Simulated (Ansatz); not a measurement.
# B: one candidate of a structure search, part 2 of 2

The task: take a trial cell of B to zero force and stress.

Ansatz 0.2.0; DFT PBE, scalar-relativistic, plane waves, PAW.

## Step 4: Full relaxation

The end of the coarse run is made exact in the group found at a tolerance of 0.06 Å and reduced to its primitive cell.

input.yaml

```yaml
crystal:
  lattice:
    - [4.4536042328, 0.0, 0.0]
    - [-2.2268021164, 3.856934404, 0.0]
    - [0.0, 0.0, 5.4929984675]
  atoms:
    - { symbol: B, position: [0.3203263177, 0.0, 0.0] }
    - { symbol: B, position: [0.0, 0.3203263177, 0.6666666667] }
    - { symbol: B, position: [0.6796736823, 0.6796736823, 0.3333333333] }
    - { symbol: B, position: [0.0, 0.6796736823, 0.6666666667] }
    - { symbol: B, position: [0.6796736823, 0.0, 0.0] }
    - { symbol: B, position: [0.3203263177, 0.3203263177, 0.3333333333] }
    - { symbol: B, position: [0.0, 0.0, 0.8333333333] }
    - { symbol: B, position: [0.0, 0.0, 0.5] }
    - { symbol: B, position: [0.0, 0.0, 0.1666666667] }
basis:
  ecutwfc: 420
kpoints:
  mp_grid: { grid: [12, 12, 8] }
hamiltonian:
  xc: pbe
scf:
  occupations: { method: gaussian, width: 0.1 }
output:
  forces: true
  stress: true
  eigenvalues: true
relax:
  adjacent_minimum: "off"
  f_tol: 0.01
  max_steps: 80
  cell: { stress_tol: 0.05 }
```

Launch:

```bash
$ ansatz run input.yaml --threads 1 --pin off --max-ram 2560MiB --backend cpu --events-out ev --progress --plain --runs-dir out
```

The program printed (excerpt; [...] marks lines left out):

```text
Warning: RAYON_NUM_THREADS=1 ignored (pool sized by the plan → 1); use --threads N
[...]
Pseudopotentials: kind: paw
Pseudopotential: B, paw, valence charge 3, recommended cutoff 420 eV (normal), B.paw.azcp
Functional definition: PBE
[...]
Crystal: 9 atoms, lattice volume = 94.355 Å³
Basis set: ecut = 420 eV, 1873 PW (Γ), exchange–correlation on 60×60×80 points (8 copies of the dense FFT grid, shifted against one another)
Bands: 23, of which v1, the nominal top of the filled ones, is band 14 counted from 1 (13 counted from 0)
Symmetry: 12 space group operations
Space group: P6222 (ITA 180), of the structure as read, at distance tolerance 4.6e-5 Å
k-points: 95 of 1152 (time reversal used)
[...]
SCF iter   1: F=—  HF=-1396.728191 eV  |F-HF|=—  |Δ(HF+E_count)|=         —  Δρ=7.24e-3  dr2=6.03e-2  ethr=1.77e-3  ⟨swp⟩=6.4  Hψ=12466  notcnv=0  defer=17
[...]
  cell:  # Å, volume = 94.3872 Å³
    - [4.454177713366081, 0.0, 0.0]
    - [-2.2270888566830407, 3.8574310527455076, -2.2095325667494934e-35]
    - [-3.872971155680565e-35, -2.9047283667604244e-35, 5.493477464009077]
  atoms:
    - { symbol: B, position: [0.32029175304065394, 4.1828574776572094e-36, -1.2985756159053347e-36] }
    - { symbol: B, position: [2.7755575615628914e-17, 0.320291753040654, 0.6666666666666667] }
    - { symbol: B, position: [0.6797082469593462, 0.6797082469593462, 0.33333333333333337] }
    - { symbol: B, position: [8.306833445371173e-36, 0.6797082469593462, 0.6666666666666667] }
    - { symbol: B, position: [0.6797082469593462, 1.666641140061344e-35, -4.220370751692339e-36] }
    - { symbol: B, position: [0.32029175304065394, 0.320291753040654, 0.33333333333333337] }
    - { symbol: B, position: [3.381163372320779e-22, -2.058919483820905e-36, 0.8333333333333335] }
    - { symbol: B, position: [3.3811633723208466e-22, 2.362339197226092e-36, 0.5000000000000001] }
    - { symbol: B, position: [3.3811633723207784e-22, -4.3345673343598e-37, 0.16666666666666666] }
```

It took 83 s on 1 thread of AMD EPYC 7R43 (Zen 3), shared host; peak memory 0.49 GiB.

Relaxation path:

| step | energy from step 1 (eV/cell) | largest force component (eV/Å) | pressure (GPa) | volume (Å³) |
| --- | --- | --- | --- | --- |
| 1 | 0.0000 | 0.0147 | 0.08 | 94.35 |
| 2 | 0.0000 | 0.0056 | 0.03 | 94.39 |
| 3 | 0.0000 | 0.0057 | 0.03 | 94.39 |

Step 1 is the start. Step 3 repeats the geometry before it on a plane-wave basis chosen anew for that cell, so its energy need not be comparable with the rows above.

|  | before | after | change |
| --- | --- | --- | --- |
| a (Å) | 4.454 | 4.454 | 0.0 % |
| b (Å) | 4.454 | 4.454 | 0.0 % |
| c (Å) | 5.493 | 5.493 | 0.0 % |
| volume (Å³/atom) | 10.48 | 10.49 | 0.0 % |
| shortest distance (Å) | 1.600 | 1.601 | 0.0 % |
| space group (0.01 Å) | P6_222 | P6_222 | same |

Forces and stress were held to the start's 12 operations: a distortion of lower symmetry was not tested.

## Step 5: Summary of results

The summary covers parts 1 to 2. Changes of volume or cell count from the first structure of part 1.

```
                              quantity                                                                       value
symmetry at the end (tolerance 0.05 Å)                                                space group P6_222 (No. 180)
                     conventional cell  a = 4.454 Å, b = 4.454 Å, c = 5.493 Å, α = 90.00°, β = 90.00°, γ = 120.00°
                                volume                                                               10.49 Å³/atom
        energy over the standard state                                                               +0.72 eV/atom
                       gap on the mesh                                                                none (metal)
```

What this shows: The space group P6_222 (No. 180) is kept, and the volume per atom grows by 5.0 % from the first guess. It lies above the element's standard state, so it is metastable at best. No finished test with a distortion of lower symmetry is shown, so the end may be a saddle point.
